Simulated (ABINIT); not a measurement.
# TePb (Fm-3m) in ABINIT: further runs

The runs below take TePb through single point, relaxation of cell and atoms, with LDA, PBEsol.

Everything below comes from runs of ABINIT 10.8.3 (patched build). Logs are shortened: lines on timing, memory, paths and dates and some standing lists are left out, and cuts for length are marked. The log counts tension as positive stress, the text compression.

### Step 1. Starting point

The structure is cubic, space group Fm-3m (No. 225). The conventional cell has a = 6.462 Å, b = 6.462 Å, c = 6.462 Å, α = 90.00°, β = 90.00°, γ = 90.00°. Pb (site symmetry m-3m) is surrounded by 6 Te at 3.23 Å. Around Te (site symmetry m-3m) lie 6 Pb at 3.23 Å.

### Step 2. Single point, LDA

Input file run.abi:

```
# Pseudopotentials
pp_dirpath "./"
pseudos "Pb.upf, Te.upf"

# Structure
acell 8.6347709725 8.6347709725 8.6347709725
rprim
     0.0000000000     0.7071067812     0.7071067812
     0.7071067812     0.0000000000     0.7071067812
     0.7071067812     0.7071067812     0.0000000000
ntypat 2
znucl 82 52
natom 2
typat 1 2
xred
     0.0000000000     0.0000000000     0.0000000000
     0.5000000000     0.5000000000     0.5000000000

# Plane-wave basis
ecut 925.187132 eV

# k points
kptopt 1
ngkpt 5 5 5
nshiftk 1
shiftk 0.0 0.0 0.0

# Exchange and correlation
ixc 7

# Bands and occupations
nband 19
occopt 3
tsmear 0.05 eV

# SCF cycle
nstep 100
tolvrs 1.0e-10

# Output
iomode 3
prtwf 0
prtden 0
prteig 0
prtebands 0
prtvol 2
```

Potentials or basis: PseudoDojo NC SR LDA v0.4.1 standard.

Launch:

```bash
> abinit run.abi > log 2>&1
```

run.abo:

```text
.Version 10.8.3 of ABINIT
 Symmetries : space group Fm -3 m (#225); Bravais cF (face-center cubic)
================================================================================
 Values of the parameters that define the memory need of the present run
     intxc =       0    ionmov =       0      iscf =       7    lmnmax =       6
     lnmax =       6     mgfft =      48  mpssoang =       3    mqgrid =    3001
     natom =       2  nloc_mem =       1    nspden =       1   nspinor =       1
    nsppol =       1      nsym =      48    n1xccc =    2501    ntypat =       2
    occopt =       3   xclevel =       1
       mpw =        4330          nfft =      110592          nkpt =          10
================================================================================
================================================================================

--------------------------------------------------------------------------------
------------- Echo of variables that govern the present computation ------------
--------------------------------------------------------------------------------
 -outvars: echo values of preprocessed input variables --------
            acell      8.6347709725E+00  8.6347709725E+00  8.6347709725E+00 Bohr
              amu      2.07200000E+02  1.27600000E+02
             ecut      3.40000000E+01 Hartree
              ixc           7
         kptrlatt        5    0    0      0    5    0      0    0    5
          kptrlen      4.31738549E+01
            natom           2
            nband          19
            ngfft          48      48      48
             nkpt          10
            nstep         100
             nsym          48
           ntypat           2
           occopt           3
           prtden           0
        prtebands           0
           prteig           0
           prtvol           2
            prtwf           0
            rprim      0.0000000000E+00  7.0710678120E-01  7.0710678120E-01
                       7.0710678120E-01  0.0000000000E+00  7.0710678120E-01
                       7.0710678120E-01  7.0710678120E-01  0.0000000000E+00
          spgroup         225
           tolvrs      1.00000000E-10
           tsmear      1.83746611E-03 Hartree
            typat      1  2
           xangst      0.0000000000E+00  0.0000000000E+00  0.0000000000E+00
                       3.2309999979E+00  3.2309999979E+00  3.2309999979E+00
            xcart      0.0000000000E+00  0.0000000000E+00  0.0000000000E+00
                       6.1057051088E+00  6.1057051088E+00  6.1057051088E+00
             xred      0.0000000000E+00  0.0000000000E+00  0.0000000000E+00
                       5.0000000000E-01  5.0000000000E-01  5.0000000000E-01
            znucl       82.00000   52.00000
[... 169 lines left out ...]
 Fermi (or HOMO) energy (hartree) =   0.15828   Average Vxc (hartree)=  -0.37033
 Eigenvalues (hartree) for nkpt=  10  k points:
 kpt#   1, nband= 19, wtk=  0.00800, kpt=  0.0000  0.0000  0.0000 (reduced coord)
  -1.18295   -1.18295   -1.18273   -1.18273   -1.18273   -0.46737   -0.46737   -0.46691
  -0.46691   -0.46691   -0.30085   -0.06845    0.09438    0.09438    0.09438    0.29067
   0.29067    0.29067    0.35821
      occupation numbers for kpt#   1
   2.00000    2.00000    2.00000    2.00000    2.00000    2.00000    2.00000    2.00000
   2.00000    2.00000    2.00000    2.00000    2.00000    2.00000    2.00000    0.00000
   0.00000    0.00000    0.00000
 kpt#   2, nband= 19, wtk=  0.06400, kpt=  0.2000  0.0000  0.0000 (reduced coord)
  -1.18295   -1.18295   -1.18273   -1.18273   -1.18273   -0.46755   -0.46755   -0.46688
  -0.46671   -0.46671   -0.28851   -0.10357    0.09824    0.09824    0.11190    0.23536
   0.24653    0.24653    0.35462
      occupation numbers for kpt#   2
   2.00000    2.00000    2.00000    2.00000    2.00000    2.00000    2.00000    2.00000
   2.00000    2.00000    2.00000    2.00000    2.00000    2.00000    2.00000    0.00000
   0.00000    0.00000    0.00000
 kpt#   3, nband= 19, wtk=  0.06400, kpt=  0.4000  0.0000  0.0000 (reduced coord)
[... 48 lines left out ...]
  -1.18296   -1.18294   -1.18273   -1.18271   -1.18270   -0.46937   -0.46722   -0.46706
  -0.46612   -0.46603   -0.23661   -0.14682   -0.01315    0.05255    0.05786    0.28148
   0.29752    0.31960    0.36745
      occupation numbers for kpt#   9
   2.00000    2.00000    2.00000    2.00000    2.00000    2.00000    2.00000    2.00000
   2.00000    2.00000    2.00000    2.00000    2.00000    2.00000    2.00000    0.00000
   0.00000    0.00000    0.00000
 kpt#  10, nband= 19, wtk=  0.19200, kpt= -0.4000  0.4000  0.2000 (reduced coord)
  -1.18295   -1.18294   -1.18272   -1.18272   -1.18270   -0.46893   -0.46746   -0.46683
  -0.46642   -0.46605   -0.23969   -0.15377    0.01807    0.01824    0.11791    0.21132
   0.31535    0.31969    0.36851
      occupation numbers for kpt#  10
   2.00000    2.00000    2.00000    2.00000    2.00000    2.00000    2.00000    2.00000
   2.00000    2.00000    2.00000    2.00000    2.00000    2.00000    2.00000    0.00000
   0.00000    0.00000    0.00000
 Total charge density [el/Bohr^3]
)     Maximum=    1.5774E+00  at reduced coord.    0.4792    0.5208    0.5833
)Next maximum=    1.5774E+00  at reduced coord.    0.4167    0.5208    0.5833
)     Minimum=    9.5697E-05  at reduced coord.    0.5000    0.5000    0.5000
)Next minimum=    1.6617E-03  at reduced coord.    0.0000    0.0000    0.0000
   Integrated=    3.0000E+01

--- !EnergyTerms
iteration_state     : {dtset: 1, }
comment             : Components of total free energy in Hartree
kinetic             :  9.11941520734389E+01
hartree             :  4.08747980345710E+01
xc                  : -4.39964706177744E+01
Ewald energy        : -1.04842845514921E+02
psp_core            :  5.29152347967714E+00
local_psp           : -1.20340324298893E+02
non_local_psp       : -4.31002204316924E+01
internal            : -1.74919387275594E+02
'-kT*entropy'       : -1.03124568621992E-07
total_energy        : -1.74919387378718E+02
total_energy_eV     : -4.75979901187267E+03
band_energy         : -1.68707614905463E+01
...

 Cartesian components of stress tensor (hartree/bohr^3)
  sigma(1 1)=  6.77734542E-05  sigma(3 2)=  0.00000000E+00
  sigma(2 2)=  6.77734542E-05  sigma(3 1)=  0.00000000E+00
  sigma(3 3)=  6.77734542E-05  sigma(2 1)=  0.00000000E+00

-Cartesian components of stress tensor (GPa)         [Pressure= -1.9940E+00 GPa]
- sigma(1 1)=  1.99396386E+00  sigma(3 2)=  0.00000000E+00
- sigma(2 2)=  1.99396386E+00  sigma(3 1)=  0.00000000E+00
- sigma(3 3)=  1.99396386E+00  sigma(2 1)=  0.00000000E+00

== END DATASET(S) ==============================================================
================================================================================

 -outvars: echo values of variables after computation  --------
            acell      8.6347709725E+00  8.6347709725E+00  8.6347709725E+00 Bohr
           etotal     -1.7491938738E+02
            fcart     -0.0000000000E+00 -0.0000000000E+00 -0.0000000000E+00
                      -0.0000000000E+00 -0.0000000000E+00 -0.0000000000E+00
            rprim      0.0000000000E+00  7.0710678120E-01  7.0710678120E-01
                       7.0710678120E-01  0.0000000000E+00  7.0710678120E-01
                       7.0710678120E-01  7.0710678120E-01  0.0000000000E+00
           strten      6.7773454153E-05  6.7773454153E-05  6.7773454153E-05
                       0.0000000000E+00  0.0000000000E+00  0.0000000000E+00
           xangst      0.0000000000E+00  0.0000000000E+00  0.0000000000E+00
                       3.2309999979E+00  3.2309999979E+00  3.2309999979E+00
             xred      0.0000000000E+00  0.0000000000E+00  0.0000000000E+00
                       5.0000000000E-01  5.0000000000E-01  5.0000000000E-01
 Calculation completed.
```

Wall time 30 s (1 thread of Arm Neoverse V1, shared host); peak memory 0.09 GiB.

Results:

```
Free energy                                           : -4759.7990 eV
Pressure                                              : -2.0 GPa
Valence electrons inside the program's atomic spheres : Pb 10.06; Te 11.97
```

Levels at points of the mesh, in eV from the Fermi level:
```tsv
k point	band 13	band 14	band 15	band 16	band 17	band 18
(0.00, 0.00, 0.00)	-1.74	-1.74	-1.74	3.60	3.60	3.60
```

Caveat: this odd mesh misses L, where the gap lies, so gap, dielectric constants and Born charges aren't listed. The run has no spin-orbit coupling, so splittings on Pb, Te are missing.

### Step 3. Single point, LDA

run.abi: that of step 2 with these lines changed.

```diff
@@ -5,3 +5,3 @@
 # Structure
-acell 8.6347709725 8.6347709725 8.6347709725
+acell 4.56932402 4.56932402 4.56932402 Angstrom
 rprim
@@ -33,3 +33,3 @@
 occopt 3
-tsmear 0.05 eV
+tsmear 0.00183747
 
@@ -45,2 +45,2 @@
 prtebands 0
-prtvol 2
+enunit 2
```

Potentials or basis: PseudoDojo NC SR LDA v0.4.1 standard.

Launch:

```bash
> abinit run.abi > log 2>&1
```

Wall time 30 s (1 thread of Arm Neoverse V1, shared host); peak memory 0.09 GiB.

The run converged. Its results:

```
Free energy                                           : -4759.7990 eV
Pressure                                              : -2.0 GPa
Valence electrons inside the program's atomic spheres : Pb 10.06; Te 11.97
```

Levels at points of the mesh, in eV from the Fermi level:
| k point | band 11 | band 12 | band 13 | band 14 | band 15 | band 16 | band 17 | band 18 | band 19 |
| --- | --- | --- | --- | --- | --- | --- | --- | --- | --- |
| (0.00, 0.00, 0.00) | -12.49 | -6.17 | -1.74 | -1.74 | -1.74 | 3.60 | 3.60 | 3.60 | 5.44 |

Caveat: this odd mesh misses L, where the gap lies, so gap, dielectric constants and Born charges aren't listed. The run has no spin-orbit coupling, so splittings on Pb, Te are missing.

### Step 4. Relaxation of cell and atoms, PBEsol

Input file run.abi:

```
# Pseudopotentials
pp_dirpath "./"
pseudos "Pb.GGA_PBE-JTH.xml, Te.GGA_PBE-JTH.xml"

# Structure
acell 4.56932402 4.56932402 4.56932402 Angstrom
rprim
     0.0000000000     0.7071067812     0.7071067812
     0.7071067812     0.0000000000     0.7071067812
     0.7071067812     0.7071067812     0.0000000000
ntypat 2
znucl 82 52
natom 2
typat 1 2
chkprim 0
chksymtnons 0
tolsym 1.0e-6
xred
            0.0            0.0            0.0
            1/2            1/2            1/2

# Plane-wave basis
ecut 22.0
pawecutdg 44.0
ecutsm 0.5

# k points
kptopt 1
ngkpt 5 5 5
nshiftk 1
shiftk 0.0 0.0 0.0

# Exchange and correlation
ixc -116133

# Bands and occupations
nband 14
occopt 3
tsmear 0.00183747

# SCF cycle
nstep 80
tolvrs 1.0e-10

# Output
iomode 3
prteig 0
prtebands 0
prtwf 0
prtden 0

# Relaxation
ionmov 2
optcell 2
ntime 50
tolmxf 2.0e-5
dilatmx 1.08
```

Potentials or basis: JTH PAW PBE v2.0.

Launch:

```bash
> abinit run.abi > log 2>&1
```

run.abo:

```text
.Version 10.8.3 of ABINIT
 Symmetries : space group Fm -3 m (#225); Bravais cF (face-center cubic)
================================================================================
 Values of the parameters that define the memory need of the present run
     intxc =       0    ionmov =       2      iscf =      17    lmnmax =      18
     lnmax =       6     mgfft =      40  mpssoang =       3    mqgrid =    3001
     natom =       2  nloc_mem =       2    nspden =       1   nspinor =       1
    nsppol =       1      nsym =      48    n1xccc =       1    ntypat =       2
    occopt =       3   xclevel =       2
       mpw =        2842          nfft =       64000          nkpt =          10
 PAW method is used; the additional fine FFT grid is defined by:
   mgfftf=        60    nfftf =    216000
================================================================================
================================================================================

--------------------------------------------------------------------------------
[... 586 lines left out ...]
- sigma(2 2)=  2.30032207E-05  sigma(3 1)=  0.00000000E+00
- sigma(3 3)=  2.30032207E-05  sigma(2 1)=  0.00000000E+00

== END DATASET(S) ==============================================================
================================================================================

 -outvars: echo values of variables after computation  --------
            acell      8.6102227728E+00  8.6102227728E+00  8.6102227728E+00 Bohr
           etotal     -6.9605109104E+01
            fcart     -0.0000000000E+00 -0.0000000000E+00 -0.0000000000E+00
                      -0.0000000000E+00 -0.0000000000E+00 -0.0000000000E+00
            rprim      0.0000000000E+00  7.0710678119E-01  7.0710678119E-01
                       7.0710678119E-01  0.0000000000E+00  7.0710678119E-01
                       7.0710678119E-01  7.0710678119E-01  0.0000000000E+00
           strten      7.8186357562E-10  7.8186357909E-10  7.8186357909E-10
                       0.0000000000E+00  0.0000000000E+00  0.0000000000E+00
           xangst      0.0000000000E+00  0.0000000000E+00  0.0000000000E+00
                       3.2218144347E+00  3.2218144347E+00  3.2218144347E+00
             xred      0.0000000000E+00  0.0000000000E+00  0.0000000000E+00
                       5.0000000000E-01  5.0000000000E-01  5.0000000000E-01
 Calculation completed.
```

It took 1.9 min on 1 thread of Intel Xeon Platinum 8175M at 2.50GHz (Skylake/Cascade Lake), shared host; peak memory 0.16 GiB.

What came out:

```yaml
Free_energy: -1894.0515 eV
Relaxed_volume: 33.44 Å³/atom
Relaxed_cell: a = 4.556 Å, b = 4.556 Å, c = 4.556 Å, α = 60.00°, β = 60.00°, γ = 60.00°
Space_group_after_relaxing_to_0.05_Å: Fm-3m (No. 225)
Energy_gained_by_relaxing: 0.3 meV/atom
Ionic_steps: 4
Pressure_after_relaxing: 0.0 GPa
```

Step by step:
```
step  energy change (eV)  largest force (eV/Å)  pressure (GPa)  volume (Å³)
   1              0.0000                0.0000           -0.38        67.46
   2             -0.0002                0.0000           -0.33        67.38
   3             -0.0007                0.0000            0.01        66.88
   4             -0.0007                0.0000            0.00        66.89
```

Final structure:
```xyz
2
Lattice="0.0000 3.2218 3.2218 3.2218 0.0000 3.2218 3.2218 3.2218 0.0000" Properties=species:S:1:pos:R:3 pbc="T T T"
Pb    0.0000    0.0000    0.0000
Te    3.2218    3.2218    3.2218
```

Caveat: this odd mesh misses L, where the gap lies, so gap, dielectric constants and Born charges aren't listed; the PAW data sets were made with another functional, which shifts forces and pressure a little.
